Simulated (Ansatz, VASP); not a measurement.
**Two plane-wave programs on As**

```
CELL_PARAMETERS angstrom
-1.68366 1.68366 1.68366
1.68366 -1.68366 1.68366
1.68366 1.68366 -1.68366
ATOMIC_POSITIONS crystal
As 0.00000 0.00000 0.00000
```

Alike in both runs: functional PBE; k mesh 17 × 17 × 17; occupations fermi-dirac, width 0.05 eV; no spin polarisation.

Ansatz relaxed the structure, and its values are those at the end. VASP's run is a single point on that final structure, the one shown.

```csv
,VASP,Ansatz
version,VASP 6.6.1,Ansatz 0.2.0
potentials or method,"VASP PAW PBE potentials, release 64 (As)","PAW with Ansatz's default frozen-core files, scalar-relativistic"
plane-wave cutoff (eV),520,420
valence electrons in the cell,5,15
```

|  | VASP | Ansatz | Ansatz less VASP |
| --- | --- | --- | --- |
| pressure (GPa) | 0.1 | 0.0 | -0.06 |

The two sets of potentials don't hold the same shells in valence.
